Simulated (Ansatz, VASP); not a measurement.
# KBr in VASP and in Ansatz

```
K Br
1.0
     4.04350    0.00000    0.00000
     0.00000    4.04350    0.00000
     0.00000    0.00000    4.25578
K Br
1 1
Cartesian
  0.0000 0.0000 0.0000
  2.0217 2.0217 2.1279
```

Change from the starting cell: strain +0.0525 x Voigt [0, 0, 1, 0, 0, 0], atoms carried along.

Alike in both runs: task single point; functional PBE; k mesh 6 × 6 × 6; occupations gaussian, width 0.05 eV; no spin polarisation.

```csv
,VASP,Ansatz
version,VASP 6.6.1,Ansatz 0.2.0
potentials or method,"VASP PAW PBE potentials, release 64 (K_sv, Br)","scalar-relativistic, plane waves, PAW"
plane-wave cutoff (eV),520,420
valence electrons in the cell,16,16
```

Ansatz gave:

```
gap on the k mesh at the Fermi level (eV)       : 3.61
least direct gap on the mesh (eV)               : 3.83
pressure (GPa)                                  : -0.7
largest component of the traceless stress (GPa) : 1.13
```

Question: Which values does VASP return?

Answer: gap on the k mesh at the Fermi level (eV): 3.61; least direct gap on the mesh (eV): 3.83; pressure (GPa): -0.8; largest component of the traceless stress (GPa): 1.13.

The functional is the same, so the differences come from potentials, cutoffs and numerics.

A k mesh can miss the band edges.
